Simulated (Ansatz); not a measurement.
# Residual resistivity of an alloy: Al(111) with 4 layers of random Al-Rh, 2x2

How strongly does chemical disorder scatter in Al(111) with 4 layers of random Al-Rh, 2x2?

Program: Ansatz 0.2.0. Level of theory: Ansatz plane-wave DFT, PBE, PAW files; ballistic transport by layer matching (Landauer), zero bias; PAW set soft_1. Results are calculated unless marked as measured.

## Step 1: Starting point

The cell holds 40 atoms: 38 Al and 2 Rh. Cell: a = 5.725 Å, b = 5.725 Å, c = 23.429 Å, α = 93.5°, β = 86.5°, γ = 120.0°. It derives from Al. Regions: lead, 24 atoms (24 Al); scattering region, 16 atoms (14 Al and 2 Rh). The structure is stacked along c, and the current runs across the ab planes.

## Step 2: With 4 alloy layers

In 4 layers a share of 0.125 of the sites is given to Rh at random. The layers about the cell's end stay perfect and serve as the lead. Energies from -0.05 to 0.05 eV in steps of 0.05 eV are too few for the program's thermal sum, so it prints no conductance; for a metal the transmission near the Fermi level serves, at a fraction of the cost.

input.yaml

```yaml
crystal:
  lattice:
    - [5.7246940741, 0.0, 0.0]
    - [-2.862347037, 4.957730497, 0.0]
    - [1.4311735185, -0.8262884162, 23.3709656917]
  atoms:
    - { symbol: Al, position: [0.9916666667, 0.0083333333, 0.05] }
    - { symbol: Al, position: [0.9916666667, 0.5083333333, 0.05] }
    - { symbol: Al, position: [0.4916666667, 0.0083333333, 0.05] }
    - { symbol: Al, position: [0.4916666667, 0.5083333333, 0.05] }
    - { symbol: Al, position: [0.1416666667, 0.3583333333, 0.15] }
    - { symbol: Al, position: [0.1416666667, 0.8583333333, 0.15] }
    - { symbol: Al, position: [0.6416666667, 0.3583333333, 0.15] }
    - { symbol: Al, position: [0.6416666667, 0.8583333333, 0.15] }
    - { symbol: Al, position: [0.2916666667, 0.2083333333, 0.25] }
    - { symbol: Al, position: [0.2916666667, 0.7083333333, 0.25] }
    - { symbol: Al, position: [0.7916666667, 0.2083333333, 0.25] }
    - { symbol: Al, position: [0.7916666667, 0.7083333333, 0.25] }
    - { symbol: Al, position: [0.9416666667, 0.0583333333, 0.35] }
    - { symbol: Al, position: [0.9416666667, 0.5583333333, 0.35] }
    - { symbol: Al, position: [0.4416666667, 0.0583333333, 0.35] }
    - { symbol: Al, position: [0.4416666667, 0.5583333333, 0.35] }
    - { symbol: Al, position: [0.0916666667, 0.4083333333, 0.45] }
    - { symbol: Al, position: [0.0916666667, 0.9083333333, 0.45] }
    - { symbol: Al, position: [0.5916666667, 0.4083333333, 0.45] }
    - { symbol: Al, position: [0.5916666667, 0.9083333333, 0.45] }
    - { symbol: Al, position: [0.2416666667, 0.2583333333, 0.55] }
    - { symbol: Al, position: [0.2416666667, 0.7583333333, 0.55] }
    - { symbol: Al, position: [0.7416666667, 0.2583333333, 0.55] }
    - { symbol: Al, position: [0.7416666667, 0.7583333333, 0.55] }
    - { symbol: Rh, position: [0.8916666667, 0.1083333333, 0.65] }
    - { symbol: Al, position: [0.8916666667, 0.6083333333, 0.65] }
    - { symbol: Al, position: [0.3916666667, 0.1083333333, 0.65] }
    - { symbol: Rh, position: [0.3916666667, 0.6083333333, 0.65] }
    - { symbol: Al, position: [0.0416666667, 0.4583333333, 0.75] }
    - { symbol: Al, position: [0.0416666667, 0.9583333333, 0.75] }
    - { symbol: Al, position: [0.5416666667, 0.4583333333, 0.75] }
    - { symbol: Al, position: [0.5416666667, 0.9583333333, 0.75] }
    - { symbol: Al, position: [0.1916666667, 0.3083333333, 0.85] }
    - { symbol: Al, position: [0.1916666667, 0.8083333333, 0.85] }
    - { symbol: Al, position: [0.6916666667, 0.3083333333, 0.85] }
    - { symbol: Al, position: [0.6916666667, 0.8083333333, 0.85] }
    - { symbol: Al, position: [0.8416666667, 0.1583333333, 0.95] }
    - { symbol: Al, position: [0.8416666667, 0.6583333333, 0.95] }
    - { symbol: Al, position: [0.3416666667, 0.1583333333, 0.95] }
    - { symbol: Al, position: [0.3416666667, 0.6583333333, 0.95] }
kpoints:
  mp_grid: { grid: [5, 5, 1] }
hamiltonian:
  xc: pbe
  pseudopotentials: { kind: paw, azcp: { folder: soft_1 } }
scf:
  occupations: { method: fermi_dirac, width: 0.1 }
output:
  transmission:
    leads: [[0, 4]]
    kmesh: [10, 10]
    e_range: [-0.05, 0.05]
    de: 0.05
  write_potential: true
  write_density: true
  volumetric_format: npy
```

On the command line:

```console
$ ansatz run input.yaml --threads 8 --pin off --max-ram 15360MiB --backend cpu --events-out ev --progress --plain --runs-dir out
```

Numbers of over 12 decimals in the logs are rounded to 6 here.

The log of the run:

```text
Engine: ansatz 0.2.0, x86_64-unknown-linux-gnu
Pseudopotentials: kind: paw
Pseudopotential: Al, paw, valence charge 3, recommended cutoff 420 eV (normal), soft_1/Al.paw.azcp
Pseudopotential: Rh, paw, valence charge 17, recommended cutoff 420 eV (normal), soft_1/Rh.paw.azcp
Functional definition: PBE
  parameter kappa = 0.804
  parameter beta = 0.066725
  exchange = pbe_x(kappa = kappa, mu = beta*pi^2/3)
  correlation = pbe_c(beta = beta)
Crystal: 40 atoms, lattice volume = 663.303 Å³
Basis set: ecut = 420 eV, 13043 PW (Γ)
Bands: 114, of which v1, the nominal top of the filled ones, is band 74 counted from 1 (73 counted from 0)
Symmetry: 8 space group operations
Space group: P2/m (ITA 10), of the structure as read, at distance tolerance 8.7e-5 Å
k-points: 9 of 25
Non-local potential: Al, projectors of the file, l = 0: 2, l = 1: 2, l = 2: 1
Non-local potential: Rh, projectors of the file, l = 0: 3, l = 1: 2, l = 2: 2, l = 3: 1
PAW form: soft (Blöchl's): semilocal exchange-correlation on the pseudo side does not see the compensation charge
PAW one-centre angular grid: Al, 110 points (default); XC on 64 Gauss nodes
PAW one-centre angular grid: Rh, 590 points (default); XC on 64 Gauss nodes
Initial density: superposition of atomic densities (chi_scale 0.1, normalization cell, long waves of neutral atoms (reshape's long-wave potential 4.59 eV rms, cloud 2.63 Å wide))
Initial wavefunctions: pseudopotential atomic-orbital guess
Functional: x = pbe(κ = 0.804, μ = 0.219515), c = pbe(β = 0.066725)
SCF iter   1: F=—  HF=-33265.039912 eV  |F-HF|=—  |Δ(HF+E_count)|=         —  Δρ=1.67e-1  dr2=1.14e3  ethr=3.10e-3  ⟨swp⟩=6.7  Hψ=4672  notcnv=0  defer=11
preconditioner: auto → Kerker (q_TF=auto, 2.125 Å⁻¹)  [metal: Δε(μ)=0.052 eV  Ē_g=6.553 eV  σ=0.100 eV  W_gap=0.13  n_scr=92 (ndim 8)  ℏωp=16.6 eV  f_vac=0.000  D(μ)=19.50/eV (n_scr^D=138)]
SCF iter   2: F=—  HF=-33236.560647 eV  |F-HF|=—  |Δ(HF+E_count)|=    2.85e1  Δρ=5.24e-2  dr2=1.01e2  ethr=3.10e-3  ⟨swp⟩=4.0  Hψ=2834  notcnv=0  defer=51
SCF iter   3: F=—  HF=-33234.284843 eV  |F-HF|=—  |Δ(HF+E_count)|=    2.28e0  Δρ=1.34e-2  dr2=1.10e0  ethr=3.10e-3  ⟨swp⟩=3.1  Hψ=1785  notcnv=0  defer=61
SCF iter   4: F=—  HF=-33234.071617 eV  |F-HF|=—  |Δ(HF+E_count)|=   2.13e-1  Δρ=3.87e-3  dr2=1.85e-1  ethr=7.46e-4  ⟨swp⟩=2.3  Hψ=2041  notcnv=0  defer=64
SCF iter   5: F=—  HF=-33234.042903 eV  |F-HF|=—  |Δ(HF+E_count)|=   2.87e-2  Δρ=1.87e-3  dr2=6.99e-2  ethr=1.25e-4  ⟨swp⟩=1.0  Hψ=1008  notcnv=0  defer=64
SCF iter   6: F=—  HF=-33234.037081 eV  |F-HF|=—  |Δ(HF+E_count)|=   5.82e-3  Δρ=1.32e-3  dr2=2.93e-2  ethr=4.72e-5  ⟨swp⟩=1.0  Hψ=955  notcnv=0  defer=64
SCF iter   7: F=—  HF=-33234.035281 eV  |F-HF|=—  |Δ(HF+E_count)|=   1.80e-3  Δρ=4.67e-4  dr2=3.65e-3  ethr=1.98e-5  ⟨swp⟩=1.0  Hψ=955  notcnv=0  defer=64
SCF iter   8: F=—  HF=-33234.035105 eV  |F-HF|=—  |Δ(HF+E_count)|=   1.75e-4  Δρ=2.13e-5  dr2=4.76e-5  ethr=2.47e-6  ⟨swp⟩=1.8  Hψ=1033  notcnv=0  defer=64
SCF iter   9: F=—  HF=-33234.035194 eV  |F-HF|=—  |Δ(HF+E_count)|=   8.81e-5  Δρ=2.18e-5  dr2=7.67e-6  ethr=3.22e-8  ⟨swp⟩=2.0  Hψ=1216  notcnv=0  defer=65
SCF iter  10: F=—  HF=-33234.035193 eV  |F-HF|=—  |Δ(HF+E_count)|=   6.72e-7  Δρ=1.15e-5  dr2=4.02e-6  ethr=5.18e-9  ⟨swp⟩=2.0  Hψ=1213  notcnv=0  defer=65
SCF iter  11: F=-33234.035193 eV  HF=-33234.035193 eV  |F-HF|=4.43e-8  |Δ(HF+E_count)|=   1.79e-7  Δρ=1.51e-6  dr2=5.06e-8  ethr=6.76e-11  ⟨swp⟩=13.6  Hψ=4093  notcnv=0
SCF 1 converged in 11 iterations: F = -33234.035193 eV  dr2 = 5.06e-8
  greatest PAW one-centre occupation: 1.000 electrons in one spin orbital (limit 2), on the Rh atom at site 27 (counted from 0), in its partial waves of l = 0
transmission: 108 of 930 steps passed
transmission: 198 of 930 steps passed
[...]
transmission: 930 of 930 steps passed
SCF converged after 11 iterations
Free energy (F): -33234.035193 eV
Harris-Foulkes:  -33234.035193 eV  (|F-HF|=4.43e-8)
Internal energy: -33233.430010 eV  (E = F + TS)
E sigma→0 (E₀):  -33233.732601 eV
Entropy (-TS):   -0.605182 eV (-15.130 meV/atom)
Fermi energy:    8.405336 eV
--- Per-component energies (eV) ---
  E_band       = -170.814817
  E_kinetic    = 1918.512846
  E_local      = -13344.196204  (includes V_loc(G=0)·N_el)
  E_nonlocal   = 975.260013
  E_hartree    = 6298.191240
  E_xc         = -1830.182303
  E_vxc        = -1607.685798  (∫ρ·V_xc dr)
  E_paw        = -25043.149774  (= ΣΔE_a)
  E_vpaw       = -709.114538  (= ΣTr[D̂ρ^β])
  E_aug_tail   = -0.000225  (compensation charges beyond the density's cutoff)
  E_ewald      = -2207.865603
  E_smearing   = -0.605182  (= −TS)
  E_closure    = -0.000000  (closes the sum)
  Σ components = -33234.035193   (vs F -33234.035193, Δ=0.00e0)
--- Band table (eV; the first three rows and the last of 9) ---
  k-point 0: bands = [... 70 lower, 7.3289, 7.3344, 7.5038, 7.5839, 7.5978, 7.6917, 7.8967, 8.0059, ... 36 higher]
  k-point 1: bands = [... 70 lower, 7.4485, 7.5239, 7.6574, 7.8325, 7.8900, 8.0127, 8.2417, 8.2545, ... 36 higher]
  k-point 2: bands = [... 70 lower, 8.3455, 8.4271, 8.4373, 8.5623, 8.6207, 8.6249, 8.7431, 8.8162, ... 36 higher]
  k-point 8: bands = [... 70 lower, 8.3255, 8.4624, 8.4852, 8.5116, 8.5920, 8.6503, 8.7547, 8.7983, ... 36 higher]
--- Transmission ---
  basis      : 253 plane waves across, 30 finite elements along
  points     : 31, standing for a mesh of 10 x 10
  energies   : 3 from -0.050000 to 0.050000 eV about the Fermi level, 0.050000 eV apart; the leads are filled to 0.000000 eV, and channels, transmission and decay are at 0.000000 eV
  crystal 0  : Al4, at the sites [0, 4], period 2.3371 Å, over 21.03 Å; its Hamiltonian steps by up to 22.4 meV
    offset         : up to 0.0000 Å between an atom of the period and one for which it stands
    channels       : 5.410000e0 a spin
    conductance    : none, the energies end too early or step too widely for 300 K: set another output.transmission.e_range or a lower de, or, where they end at an eighth of basis.ecutwfc, a higher one
  junction   : crystal 0 to crystal 0, 3.98 to 25.01 Å
    transmission   : 3.110622e0 a spin
    conductance    : none, the energies end too early or step too widely for 300 K: set another output.transmission.e_range or a lower de, or, where they end at an eighth of basis.ecutwfc, a higher one
```

Elapsed: 88 s, on 8 threads of AMD EPYC 7B13 (Zen 3), shared host; peak memory 3.5 GiB; 9.1 min of CPU time.

In the SCF lines HF is the Harris–Foulkes energy and dr2 the Hartree energy of the density residual, in eV; the loop may stop once dr2 is under the threshold and the program's other checks hold. Hψ counts applications of the Hamiltonian.

Numbers from this step:

```yaml
free_energy: -33234.0352 eV
energy_at_zero_smearing: -33233.7326 eV
fermi_energy: 8.405 eV
cell_area: 28.38 Å²
transmission_per_spin_nearest_the_fermi_level: 3.111
open_channels_per_spin_nearest_the_fermi_level: 5.41
step_of_the_lead_s_potential: 22.4 meV
```

Per spin. The transmission, zone mean by energy, zero at the Fermi level:

| energy (eV) | transmission, zone mean |
| --- | --- |
| -0.0500 | 3.07 |
| 0.0000 | 3.11 |
| 0.0500 | 3.16 |

Per spin. Table of open channels, zone mean, lead by energy, zero at the Fermi level:

```csv
energy (eV),"open channels, zone mean, lead"
-0.0500,5.29
0.0000,5.41
0.0500,5.59
```

Transmission over k1 and k2. At 0.0000 eV from the Fermi level.

Ten even steps from '_' (2.36) to '@' (4.07):
```
--@@@@----****::____
..@@==%%**++++::____
::--%%==--::++++::::
##--**----__::++++**
++**++::__--__::++**
##**++++::__----**--
::::::++++::--==%%--
..____::++++**%%==@@
--____::****----@@@@
__--..::##++##::..--
```
Columns: k1 (b1) from -0.5 to 0.4; rows upwards: k2 (b2) from -0.5 to 0.4.

Open channels over k1 and k2. At 0.0000 eV from the Fermi level.

Ten even steps from '_' (3.00) to '@' (7.00):
```
++####++####++__::__
::##++@@@@++##::::::
::++@@@@@@@@@@++::__
++##@@@@####@@@@##++
::##++@@##@@##@@++##
++++##@@@@####@@@@##
::__::++@@@@@@@@@@++
::::::::##++@@@@++##
++__::__++####++####
::++::::++::++::::++
```
Columns: k1 (b1) from -0.5 to 0.4; rows upwards: k2 (b2) from -0.5 to 0.4.

Over the solved energies the transmission per spin lies between 3.07 and 3.16, out of 5.43 channels of the lead on average (up to 5.59).

## Step 3: With 8 alloy layers

In 8 layers a share of 0.125 of the sites is given to Rh at random. A fresh draw is used; the growth of the resistance with length is what counts.

System of this step: Al(111) with 8 layers of random Al-Rh, 2x2. The cell holds 56 atoms: 52 Al and 4 Rh. Cell: a = 5.725 Å, b = 5.725 Å, c = 32.761 Å, α = 87.5°, β = 92.5°, γ = 120.0°. It derives from Al. Regions: lead, 24 atoms (24 Al); scattering region, 32 atoms (28 Al and 4 Rh). The structure is stacked along c, and the current runs across the ab planes.

input.yaml

```yaml
crystal:
  lattice:
    - [5.7246940741, 0.0, 0.0]
    - [-2.862347037, 4.957730497, 0.0]
    - [-1.4311735185, 0.8262884162, 32.7193519684]
  atoms:
    - { symbol: Al, position: [0.005952381, 0.994047619, 0.0357142857] }
    - { symbol: Al, position: [0.005952381, 0.494047619, 0.0357142857] }
    - { symbol: Al, position: [0.505952381, 0.994047619, 0.0357142857] }
    - { symbol: Al, position: [0.505952381, 0.494047619, 0.0357142857] }
    - { symbol: Al, position: [0.1845238095, 0.3154761905, 0.1071428571] }
    - { symbol: Al, position: [0.1845238095, 0.8154761905, 0.1071428571] }
    - { symbol: Al, position: [0.6845238095, 0.3154761905, 0.1071428571] }
    - { symbol: Al, position: [0.6845238095, 0.8154761905, 0.1071428571] }
    - { symbol: Al, position: [0.3630952381, 0.1369047619, 0.1785714286] }
    - { symbol: Al, position: [0.3630952381, 0.6369047619, 0.1785714286] }
    - { symbol: Al, position: [0.8630952381, 0.1369047619, 0.1785714286] }
    - { symbol: Al, position: [0.8630952381, 0.6369047619, 0.1785714286] }
    - { symbol: Al, position: [0.0416666667, 0.9583333333, 0.25] }
    - { symbol: Al, position: [0.0416666667, 0.4583333333, 0.25] }
    - { symbol: Rh, position: [0.5416666667, 0.9583333333, 0.25] }
    - { symbol: Al, position: [0.5416666667, 0.4583333333, 0.25] }
    - { symbol: Al, position: [0.2202380952, 0.2797619048, 0.3214285714] }
    - { symbol: Al, position: [0.2202380952, 0.7797619048, 0.3214285714] }
    - { symbol: Al, position: [0.7202380952, 0.2797619048, 0.3214285714] }
    - { symbol: Al, position: [0.7202380952, 0.7797619048, 0.3214285714] }
    - { symbol: Al, position: [0.3988095238, 0.1011904762, 0.3928571429] }
    - { symbol: Al, position: [0.3988095238, 0.6011904762, 0.3928571429] }
    - { symbol: Al, position: [0.8988095238, 0.1011904762, 0.3928571429] }
    - { symbol: Al, position: [0.8988095238, 0.6011904762, 0.3928571429] }
    - { symbol: Al, position: [0.0773809524, 0.9226190476, 0.4642857143] }
    - { symbol: Al, position: [0.0773809524, 0.4226190476, 0.4642857143] }
    - { symbol: Al, position: [0.5773809524, 0.9226190476, 0.4642857143] }
    - { symbol: Al, position: [0.5773809524, 0.4226190476, 0.4642857143] }
    - { symbol: Rh, position: [0.255952381, 0.244047619, 0.5357142857] }
    - { symbol: Al, position: [0.255952381, 0.744047619, 0.5357142857] }
    - { symbol: Al, position: [0.755952381, 0.244047619, 0.5357142857] }
    - { symbol: Al, position: [0.755952381, 0.744047619, 0.5357142857] }
    - { symbol: Al, position: [0.4345238095, 0.0654761905, 0.6071428571] }
    - { symbol: Al, position: [0.4345238095, 0.5654761905, 0.6071428571] }
    - { symbol: Al, position: [0.9345238095, 0.0654761905, 0.6071428571] }
    - { symbol: Al, position: [0.9345238095, 0.5654761905, 0.6071428571] }
    - { symbol: Al, position: [0.1130952381, 0.8869047619, 0.6785714286] }
    - { symbol: Al, position: [0.1130952381, 0.3869047619, 0.6785714286] }
    - { symbol: Rh, position: [0.6130952381, 0.8869047619, 0.6785714286] }
    - { symbol: Al, position: [0.6130952381, 0.3869047619, 0.6785714286] }
    - { symbol: Al, position: [0.2916666667, 0.2083333333, 0.75] }
    - { symbol: Al, position: [0.2916666667, 0.7083333333, 0.75] }
    - { symbol: Al, position: [0.7916666667, 0.2083333333, 0.75] }
    - { symbol: Rh, position: [0.7916666667, 0.7083333333, 0.75] }
    - { symbol: Al, position: [0.4702380952, 0.0297619048, 0.8214285714] }
    - { symbol: Al, position: [0.4702380952, 0.5297619048, 0.8214285714] }
    - { symbol: Al, position: [0.9702380952, 0.0297619048, 0.8214285714] }
    - { symbol: Al, position: [0.9702380952, 0.5297619048, 0.8214285714] }
    - { symbol: Al, position: [0.1488095238, 0.8511904762, 0.8928571429] }
    - { symbol: Al, position: [0.1488095238, 0.3511904762, 0.8928571429] }
    - { symbol: Al, position: [0.6488095238, 0.8511904762, 0.8928571429] }
    - { symbol: Al, position: [0.6488095238, 0.3511904762, 0.8928571429] }
    - { symbol: Al, position: [0.3273809524, 0.1726190476, 0.9642857143] }
    - { symbol: Al, position: [0.3273809524, 0.6726190476, 0.9642857143] }
    - { symbol: Al, position: [0.8273809524, 0.1726190476, 0.9642857143] }
    - { symbol: Al, position: [0.8273809524, 0.6726190476, 0.9642857143] }
kpoints:
  mp_grid: { grid: [5, 5, 1] }
hamiltonian:
  xc: pbe
  pseudopotentials: { kind: paw, azcp: { folder: soft_1 } }
scf:
  occupations: { method: fermi_dirac, width: 0.1 }
output:
  transmission:
    leads: [[0, 4]]
    kmesh: [10, 10]
    e_range: [-0.05, 0.05]
    de: 0.05
  write_potential: true
  write_density: true
  volumetric_format: npy
```

The log of the run:

```text
[...]
Crystal: 56 atoms, lattice volume = 928.624 Å³
Basis set: ecut = 420 eV, 18271 PW (Γ)
Bands: 168, of which v1, the nominal top of the filled ones, is band 112 counted from 1 (111 counted from 0)
Symmetry: 2 space group operations
[...]
k-points: 9 of 25 (time reversal used)
[...]
SCF iter   1: F=—  HF=-53611.404240 eV  |F-HF|=—  |Δ(HF+E_count)|=         —  Δρ=1.74e-1  dr2=1.26e3  ethr=3.10e-3  ⟨swp⟩=6.3  Hψ=6734  notcnv=0  defer=24
[...]
SCF iter  11: F=-53568.905389 eV  HF=-53568.905389 eV  |F-HF|=1.42e-9  |Δ(HF+E_count)|=   2.94e-9  Δρ=3.10e-7  dr2=1.94e-9  ethr=2.96e-11  ⟨swp⟩=1.0  Hψ=3056  notcnv=0
SCF 1 converged in 11 iterations: F = -53568.905389 eV  dr2 = 1.94e-9
[...]
transmission: 144 of 1426 steps passed
transmission: 294 of 1426 steps passed
[...]
transmission: 1426 of 1426 steps passed
SCF converged after 11 iterations
Free energy (F): -53568.905389 eV
[...]
Internal energy: -53568.143933 eV  (E = F + TS)
E sigma→0 (E₀):  -53568.524661 eV
Entropy (-TS):   -0.761456 eV (-13.597 meV/atom)
Fermi energy:    8.630646 eV
[...]
--- Band table (eV; the first three rows and the last of 9) ---
  k-point 0: bands = [... 108 lower, 7.6465, 7.7779, 7.7883, 7.8478, 7.8545, 7.8728, 8.0317, 8.0669, ... 52 higher]
  k-point 1: bands = [... 108 lower, 7.8968, 7.9624, 8.0809, 8.1216, 8.1636, 8.2763, 8.2960, 8.3847, ... 52 higher]
  k-point 2: bands = [... 108 lower, 8.6503, 8.6929, 8.7483, 8.8008, 8.8783, 8.9702, 8.9792, 9.0511, ... 52 higher]
  k-point 8: bands = [... 108 lower, 8.6281, 8.6742, 8.7512, 8.8466, 8.8797, 8.9491, 8.9859, 9.0039, ... 52 higher]
--- Transmission ---
  basis      : 253 plane waves across, 46 finite elements along
  points     : 31, standing for a mesh of 10 x 10
[...]
channels       : 5.590000e0 a spin
[...]
junction   : crystal 0 to crystal 0, 0.70 to 31.08 Å
    transmission   : 1.845960e0 a spin
[...]
```

Run time: 2.2 min. Hardware: 8 threads; peak memory 5.5 GiB; 14 min of CPU time.

Numbers from this step:

* free energy: -53568.9054 eV
* energy at zero smearing: -53568.5247 eV
* Fermi energy: 8.631 eV
* transmission per spin nearest the Fermi level: 1.846
* open channels per spin nearest the Fermi level: 5.59
* step of the lead's potential: 11.1 meV

Per spin. Transmission, zone mean against energy, zero at the Fermi level:

```csv
energy (eV),"transmission, zone mean"
-0.0500,1.84
0.0000,1.85
0.0500,1.85
```

Over the solved energies the transmission per spin lies between 1.84 and 1.85, out of 5.47 channels of the lead on average (up to 5.59).

(Part 1 of 2 ends here.)

[Logs are printed without paths, hosts, clocks, repeated set-up lines and the standing remarks that a program may print on its own settings, such as how far it seeks lower states.]

[Hosts, paths, dates, database ids (printed as entryN), source tags and the programs' standing remarks are cut or masked in the printed files.]
